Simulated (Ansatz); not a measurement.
# 1 layer of InSe: band edges up the ladder, part 1 of 3

Take 1 layer of InSe out of the relaxed bulk and relax. How do gap and band edges of 1 layer of InSe move from rung to rung, and at what price?

The COD entry's cell or inner coordinates are ideal or old and differ from later refinements, so a difference from it is no clean test against experiment.

Method: DFT PBE+D3(BJ), scalar-relativistic, plane waves, PAW, in Ansatz 0.2.0.

That is the level of the relaxation; later steps name their own.

2 further runs of the same task are left out: 2 set aside as unsound or not needed.

**1. The system as given**

Symmetry: R3m, No. 160, trigonal system. Conventional cell: a = 4.037 Å, b = 4.037 Å, c = 24.908 Å, α = 90.00°, β = 90.00°, γ = 120.00°. Around In (site symmetry 3m) lie 3 Se at 2.66 Å and 1 In at 2.79 Å. Around Se (site symmetry 3m) lie 3 In at 2.66 Å.

Structure file:

```
In Se
1.0
     2.01849    1.16538    8.30272
    -2.01849    1.16538    8.30272
     0.00000   -2.33075    8.30272
In Se
2 2
Direct
  0.99961 0.99961 0.99961
  0.11176 0.11176 0.11176
  0.61472 0.61472 0.61472
  0.82990 0.82990 0.82990
```

This cell was relaxed beforehand with the same method: volume 29.30 Å³/atom, gap on the mesh 0.30 eV.

**2. The sheet**

The sheet was cut and relaxed in an earlier session:

```xyz
4
Lattice="4.0267 0.0000 0.0000 -2.0134 3.4872 0.0000 0.0000 0.0000 36.7194" Properties=species:S:1:pos:R:3 pbc="T T T"
Se    0.0000    0.0000   15.6665
In    2.0134    1.1624   16.9619
In    2.0134    1.1624   19.7565
Se    0.0000    0.0000   21.0519
```

**3. Energy of exfoliation**

Sheet less bulk: 67.9 meV/atom, which over the bulk's in-plane cell is 19.2 meV/Å².

**4. Band edges over the whole zone**

Contents of input.yaml:

```yaml
crystal:
  lattice:
    - [4.026705068, 0.0, 0.0]
    - [-2.013352534, 3.4872288824, 0.0]
    - [0.0, 0.0, 36.7193937277]
  atoms:
    - { symbol: Se, position: [0.0, 0.0, 0.4266543156] }
    - { symbol: In, position: [0.6666666667, 0.3333333333, 0.4619335475] }
    - { symbol: In, position: [0.6666666667, 0.3333333333, 0.538039529] }
    - { symbol: Se, position: [0.0, 0.0, 0.5733186984] }
  periodic: [true, true, false]
basis:
  ecutwfc: 420
kpoints:
  mp_grid: { grid: [9, 9, 1] }
  band_path: { path: [VBM, CBM], npoints: 2 }
hamiltonian:
  xc: pbe
  dispersion: d3bj
scf:
  occupations: { method: gaussian, width: 0.02 }
output:
  forces: true
  stress: true
  eigenvalues: true
```

Command:

```bash
$ ansatz run input.yaml --threads 2 --pin off --max-ram 5120MiB --backend cpu --events-out ev --progress --plain --runs-dir out
```

The log of the run, cut to the lines that bear on the results:

```text
Warning: the atoms were moved onto the symmetric positions of the space group found under crystal.symmetry.tolerance 1.0e-5 (fractional; no operation is sought that the atoms, as they stand in a round, miss by more than twice it, and no atom is moved by as much as it), and the run uses [...]
Warning: RAYON_NUM_THREADS=2 ignored (pool sized by the plan → 2); use --threads N
[...]
Pseudopotentials: kind: paw
Pseudopotential: Se, paw, valence charge 16, recommended cutoff 420 eV (normal), Se.paw.azcp
Pseudopotential: In, paw, valence charge 13, recommended cutoff 420 eV (normal), In.paw.azcp
Functional definition: PBE
[...]
Crystal: 4 atoms, lattice volume = 515.615 Å³
Basis set: ecut = 420 eV, 10107 PW (Γ), exchange–correlation on 54×54×500 points (8 copies of the dense FFT grid, shifted against one another)
[...]
NSCF: frozen V_eff on 7 k-points
NSCF: frozen V_eff on 1 k-points
NSCF: frozen V_eff on 1 k-points
NSCF: frozen V_eff on 4 k-points
NSCF: frozen V_eff on 4 k-points
NSCF: frozen V_eff on 3 k-points
NSCF: frozen V_eff on 7 k-points
NSCF: frozen V_eff on 3 k-points
SCF converged after 7 iterations
Free energy (F): -22136.811968 eV
[...]
E sigma→0 (E₀):  -22136.811968 eV
Fermi energy:    -5.180060 eV
[...]
--- Forces (eV/Å), atoms counted from 1 ---
  atom   1  Se    -0.00000000     0.00000000     0.00014902
  atom   2  In     0.00000000    -0.00000000    -0.00015498
  atom   3  In     0.00000000    -0.00000000     0.00015498
  atom   4  Se    -0.00000000     0.00000000    -0.00014902
[...]
--- 2D stress c σ (N/m, compression-positive) ---
       -0.001656       0.000000       0.000000
       -0.000000      -0.001656      -0.000000
        0.000000       0.000000       0.000000
  P = ½ c Tr σ = -0.0017 N/m
--- Band table (eV; the first three rows and the last of 12) ---
[...]
  ° read free of the cell's end (the report's vacuum.weakly_bound_levels)
```

Wall time 40 s (2 threads of Intel Xeon at 2.50GHz (Skylake/Cascade Lake), shared host); peak memory 0.72 GiB.

**5. Levels with PBE+D3(BJ), 250 eV and coarse mesh**

Contents of input.yaml:

```yaml
crystal:
  lattice:
    - [4.026705068, 0.0, 0.0]
    - [-2.013352534, 3.4872288824, 0.0]
    - [0.0, 0.0, 36.7193937277]
  atoms:
    - { symbol: Se, position: [0.0, 0.0, 0.4266543156] }
    - { symbol: In, position: [0.6666666667, 0.3333333333, 0.4619335475] }
    - { symbol: In, position: [0.6666666667, 0.3333333333, 0.538039529] }
    - { symbol: Se, position: [0.0, 0.0, 0.5733186984] }
  periodic: [true, true, false]
basis:
  ecutwfc: 250
kpoints:
  mp_grid: { grid: [6, 6, 1] }
  band_path:
    path:
      - [0.0, 0.0, 0.0]
      - [0.05, 0.0, 0.0]
      - [0.1, 0.0, 0.0]
      - [0.15, 0.0, 0.0]
      - [0.2, 0.0, 0.0]
      - [0.25, 0.0, 0.0]
      - [0.3, 0.0, 0.0]
      - [0.35, 0.0, 0.0]
      - [0.4, 0.0, 0.0]
      - [0.45, 0.0, 0.0]
      - [0.5, 0.0, 0.0]
      - [0.4833333333, 0.0333333333, 0.0]
      - [0.4666666667, 0.0666666667, 0.0]
      - [0.45, 0.1, 0.0]
      - [0.4333333333, 0.1333333333, 0.0]
      - [0.4166666667, 0.1666666667, 0.0]
      - [0.4, 0.2, 0.0]
      - [0.3833333333, 0.2333333333, 0.0]
      - [0.3666666667, 0.2666666667, 0.0]
      - [0.35, 0.3, 0.0]
      - [0.3333333333, 0.3333333333, 0.0]
      - [0.3, 0.3, 0.0]
      - [0.2666666667, 0.2666666667, 0.0]
      - [0.2333333333, 0.2333333333, 0.0]
      - [0.2, 0.2, 0.0]
      - [0.1666666667, 0.1666666667, 0.0]
      - [0.1333333333, 0.1333333333, 0.0]
      - [0.1, 0.1, 0.0]
      - [0.0666666667, 0.0666666667, 0.0]
      - [0.0333333333, 0.0333333333, 0.0]
      - [-0.09375, 0.1875, 0.0]
    npoints: 1
hamiltonian:
  xc: pbe
  dispersion: d3bj
scf:
  occupations: { method: gaussian, width: 0.02 }
  n_extra_bands: 6
output:
  forces: true
  stress: true
  eigenvalues: true
```

Command:

```bash
$ ansatz run input.yaml --threads 2 --pin off --max-ram 5120MiB --backend cpu --events-out ev --progress --plain --runs-dir out
```

The log of the run:

```text
Warning: the atoms were moved onto the symmetric positions of the space group found under crystal.symmetry.tolerance 1.0e-5 (fractional; no operation is sought that the atoms, as they stand in a round, miss by more than twice it, and no atom is moved by as much as it), and the run uses the moved positions. Before a round's move an operation carried an atom to 1.15e-6 Å from where it should land, the largest such distance. Atom 0 (counting from 0) moved farthest, by 5.74e-7 Å; the longest move in fractions of the cell, of whichever atom, is 1.6e-3 of the tolerance, in 1 round. To run the atoms as typed, lower crystal.symmetry.tolerance until the operations that they miss are no longer found, or set crystal.symmetry.detect: false (a key that needs symmetry detection or time reversal refuses this as the deck is read). The positions used, in the order of the run's atom list: position: [-2.7755575615628914e-17, 0.0, 0.42665433122499996]; position: [0.6666666666666666, 0.3333333333333333, 0.461933531875]; position: [0.6666666666666666, 0.3333333333333333, 0.538039513375]; position: [-2.7755575615628914e-17, 0.0, 0.573318714025]; The lattice was moved too: crystal.lattice keeps the space group found at crystal.symmetry.tolerance 1.0e-5 only nearly: the operation that it misses by the most changes a squared length by the fraction 1.77e-11. The run uses the lattice that is a stretch of the typed one, with no rotation, onto the one that keeps every operation to a double's rounding (on a very oblique basis the stretch itself rounds by more); the deck's lattice vector that moved farthest moved by 2.05e-11 Å. To run the lattice as typed, set crystal.symmetry.detect: false, as for the atoms. crystal.lattice made exact, in Å and degrees: [[4.026705067979478, 0.0, 0.0], [-2.013352533989739, 3.4872288824177726, 0.0], [0.0, 0.0, 36.7193937277]]. Pasted over the deck's crystal.lattice, beside positions in fractional coordinates, it runs the same cell (given as lengths and angles, that cell in the form's own orientation, a rigid turn of the misfit's size from the one run here, for which a checkpoint.post_process_only pass over this run's state can be refused: where this run relaxes nothing, give such a pass this deck's own crystal.lattice, as typed; behind a relaxation, as crystal.lattice, the state's own cell, identity.cell in its checkpoint.json), and a matrix so pasted ends this notice, except on a very skew basis of the lattice, where the rounding of the pasted numbers themselves can read as a misfit: the cell is then moved again, and that move is told again. The lattice as run is in this notice's lattice.as_run_ang field (Run.prep()["deck_notices"] in Python, the deck_notice line of an events file, deck_notices of ansatz run --dry-run=json, or deck_notices in record.json in the deck's checkpoint.write directory).
Warning: basis.ecutwfc = 250 eV is below the records' recommended 420 eV, and the density's cutoff is lower with it unless basis.ecutrho_ratio is high enough to keep the records' density cutoff: compare with a run at a higher cutoff
Warning: RAYON_NUM_THREADS=2 ignored (pool sized by the plan → 2); use --threads N
scf.n_extra_bands = 6 over 29 filled bands (N_el = 58.0): the run solves 35 bands
Engine: ansatz 0.2.0, x86_64-unknown-linux-gnu
[... 4 set-up lines as earlier in the session ...]
  parameter kappa = 0.804
  parameter beta = 0.06672455060314922
  exchange = pbe_x(kappa = kappa, mu = beta*pi^2/3)
  correlation = pbe_c(beta = beta)
Crystal: 4 atoms, lattice volume = 515.615 Å³
Basis set: ecut = 250 eV, 4619 PW (Γ), exchange–correlation on 48×48×384 points (8 copies of the dense FFT grid, shifted against one another)
Bands: 35, of which v1, the nominal top of the filled ones, is band 29 counted from 1 (28 counted from 0)
Symmetry: 12 space group operations
Space group: P-6m2 (ITA 187), of the structure as read, at distance tolerance 8.0e-5 Å
k-points: 7 of 36 (time reversal used)
Non-local potential: Se, projectors of the file, l = 0: 2, l = 1: 2, l = 2: 3, l = 3: 1
Non-local potential: In, projectors of the file, l = 0: 2, l = 1: 2, l = 2: 2, l = 3: 2
PAW form: soft (Blöchl's): semilocal exchange-correlation on the pseudo side does not see the compensation charge
PAW one-centre angular grid: Se, 590 points (default); XC on 64 Gauss nodes
PAW one-centre angular grid: In, 590 points (default); XC on 64 Gauss nodes
Initial density: superposition of atomic densities (neutral atoms: chi_scale 0, normalization atom), corrected by the library's trained network
Initial wavefunctions: pseudopotential atomic-orbital guess
Functional: x = pbe(κ = 0.804, μ = 0.2195149727645171), c = pbe(β = 0.06672455060314922)
SCF iter   1: F=—  HF=-22134.219261 eV  |F-HF|=—  |Δ(HF+E_count)|=         —  Δρ=6.97e-3  dr2=1.00e-1  ethr=1.77e-3  ⟨swp⟩=13.3  Hψ=1345  notcnv=0  defer=1
preconditioner: auto → Resta (q_TF=auto, 1.896 Å⁻¹)  ε∞=1.5  [insulator: Δε(μ)=1.623 eV  Ē_g=13.799 eV  σ=0.020 eV  W_gap=1.00  n_scr=64 (ndim 8)  ℏωp=10.1 eV  f_vac=0.757  D(μ)=0.00/eV (n_scr^D=0)  ε∞_Penn≈1.5  vacuum switching on, ρ_ref=1.4e-2 e/Å³]
SCF iter   2: F=—  HF=-22134.082153 eV  |F-HF|=—  |Δ(HF+E_count)|=   1.37e-1  Δρ=2.37e-3  dr2=1.45e-2  ethr=1.72e-4  ⟨swp⟩=3.0  Hψ=577  notcnv=0  defer=9
SCF iter   3: F=—  HF=-22134.077751 eV  |F-HF|=—  |Δ(HF+E_count)|=   4.40e-3  Δρ=9.27e-4  dr2=1.02e-2  ethr=2.49e-5  ⟨swp⟩=3.1  Hψ=528  notcnv=0  defer=9
SCF iter   4: F=—  HF=-22134.076605 eV  |F-HF|=—  |Δ(HF+E_count)|=   1.15e-3  Δρ=4.76e-4  dr2=3.63e-3  ethr=1.76e-5  ⟨swp⟩=3.7  Hψ=451  notcnv=0  defer=9
SCF iter   5: F=—  HF=-22134.076093 eV  |F-HF|=—  |Δ(HF+E_count)|=   5.12e-4  Δρ=1.71e-4  dr2=2.78e-4  ethr=6.26e-6  ⟨swp⟩=2.4  Hψ=330  notcnv=0  defer=9
SCF iter   6: F=—  HF=-22134.076069 eV  |F-HF|=—  |Δ(HF+E_count)|=   2.39e-5  Δρ=3.75e-5  dr2=7.10e-6  ethr=4.79e-7  ⟨swp⟩=2.1  Hψ=370  notcnv=0  defer=9
SCF iter   7: F=—  HF=-22134.076234 eV  |F-HF|=—  |Δ(HF+E_count)|=   1.65e-4  Δρ=7.34e-6  dr2=2.40e-7  ethr=1.22e-8  ⟨swp⟩=3.0  Hψ=455  notcnv=0  defer=9
SCF iter   8: F=-22134.076234 eV  HF=-22134.076234 eV  |F-HF|=1.38e-8  |Δ(HF+E_count)|=   1.16e-7  Δρ=1.82e-6  dr2=2.25e-8  ethr=1.72e-10  ⟨swp⟩=15.9  Hψ=1258  notcnv=0
SCF 1 converged in 8 iterations: F = -22134.076234 eV  dr2 = 2.25e-8
NSCF: frozen V_eff on 31 k-points
SCF converged after 8 iterations
Free energy (F): -22134.076234 eV
Harris-Foulkes:  -22134.076234 eV  (|F-HF|=1.38e-8)
Internal energy: -22134.076234 eV  (E = F + TS)
E sigma→0 (E₀):  -22134.076234 eV
Fermi energy:    -5.233752 eV
--- Per-component energies (eV) ---
  E_band       = -1658.317734
  E_kinetic    = 738.410851
  E_local      = -150674.779656  (includes V_loc(G=0)·N_el)
  E_nonlocal   = -452.519082
  E_hartree    = 74668.632395
  E_xc         = -641.704389
  E_vxc        = -397.693419  (∫ρ·V_xc dr)
  E_paw        = -12147.227111  (= ΣΔE_a)
  E_vpaw       = -208.982510  (= ΣTr[D̂ρ^β])
  E_aug_tail   = -0.026917  (compensation charges beyond the density's cutoff)
  E_ewald      = 66376.023496
  E_disp       = -0.885823  (pairwise vdW)
  E_smearing   = -0.000000  (= −TS)
  E_closure    = 0.000000  (closes the sum)
  Σ components = -22134.076234   (vs F -22134.076234, Δ=0.00e0)
--- Forces (eV/Å), atoms counted from 1 ---
  atom   1  Se    -0.00000000     0.00000000    -0.00520806
  atom   2  In    -0.00000000    -0.00000000    -0.09350891
  atom   3  In    -0.00000000    -0.00000000     0.09350891
  atom   4  Se    -0.00000000     0.00000000     0.00520806
  max |Σ_I F_I| component: 2.31e-17 eV/Å
--- 2D stress c σ (N/m, compression-positive) ---
        0.137315       0.000000       0.000000
       -0.000000       0.137315       0.000000
        0.000000       0.000000       0.000000
  P = ½ c Tr σ = 0.1373 N/m
--- Band table (eV; the first three rows and the last of 7) ---
  k-point 0: bands = ["-53.4786", "-53.4786", "-53.4776", "-53.4776", "-53.4590", "-53.4590", "-53.4506", "-53.4506", "-53.4447", "-53.4411", "-20.2820", "-20.0916", "-20.0916", "-20.0139", "-20.0139", "-19.9935", "-19.9935", "-19.8423", "-19.8423", "-19.7804", "-18.5570", "-18.4379", "-11.3996", "-9.0845", "-6.4824", "-6.4824", "-6.4115", "-6.4115", "-6.1099", "-4.4313", "-3.1772", "-0.8964 (-0.8957°)", "-0.8964 (-0.8957°)", "-0.4729", "-0.4612"]
  k-point 1: bands = ["-53.4794", "-53.4790", "-53.4756", "-53.4739", "-53.4542", "-53.4535", "-53.4534", "-53.4495", "-53.4419", "-53.4395", "-20.2834", "-20.1584", "-20.0880", "-20.0852", "-20.0045", "-19.9911", "-19.9692", "-19.8728", "-19.8356", "-19.7186", "-18.3080", "-18.1992", "-11.2775", "-9.2345", "-7.6573", "-7.4292", "-6.7862", "-6.6792", "-6.0367", "-3.5185", "-2.5074", "-1.6068 (-1.6062°)", "-0.7061 (-0.7054°)", "-0.6843", "-0.1465"]
  k-point 2: bands = ["-53.4877", "-53.4847", "-53.4838", "-53.4831", "-53.4567", "-53.4543", "-53.4537", "-53.4532", "-53.4475", "-53.4443", "-20.3239", "-20.2439", "-20.2094", "-20.0940", "-20.0315", "-19.9742", "-19.9729", "-19.8966", "-19.8441", "-19.6859", "-17.7786", "-17.6942", "-11.2955", "-10.1834", "-8.6402", "-7.7269", "-7.2951", "-7.1397", "-6.3742", "-3.5233", "-3.4139", "-1.4762", "-1.1879", "-0.6696", "0.6100"]
  k-point 6: bands = ["-53.4785", "-53.4784", "-53.4764", "-53.4759", "-53.4558", "-53.4551", "-53.4526", "-53.4522", "-53.4427", "-53.4341", "-20.3535", "-20.2600", "-20.2365", "-20.1124", "-20.0087", "-19.9676", "-19.9464", "-19.8747", "-19.8621", "-19.6415", "-17.3224", "-17.2658", "-11.4130", "-10.6080", "-9.0708", "-8.7592", "-7.7497", "-7.2894", "-7.0973", "-3.4730", "-2.9506", "-2.0031", "-0.9539", "0.4220", "1.4638"]
  ° read free of the cell's end (the report's vacuum.weakly_bound_levels)
```

It took 14 s on 2 threads of Intel Xeon at 2.50GHz (Skylake/Cascade Lake), shared host; peak memory 0.53 GiB.

Levels at named points, in eV from the top of the last band filled by count:

| point | band 27 | band 28 | band 29 | band 30 | band 31 | band 32 |
| --- | --- | --- | --- | --- | --- | --- |
| Γ | -0.38 | -0.38 | -0.08 | 1.60 | 2.86 | 5.14 |
| M | -1.48 | -1.31 | -0.92 | 2.30 | 2.32 | 4.24 |
| K | -1.72 | -1.26 | -1.06 | 2.56 | 3.08 | 4.03 |
| top* | -0.80 | -0.69 | 0.00 | 2.53 | 3.89 | 4.06 |

* Points where the relaxation's level has its edges, typed into the path; another level's edges can lie beside them.

(Continued in part 2 of 3.)
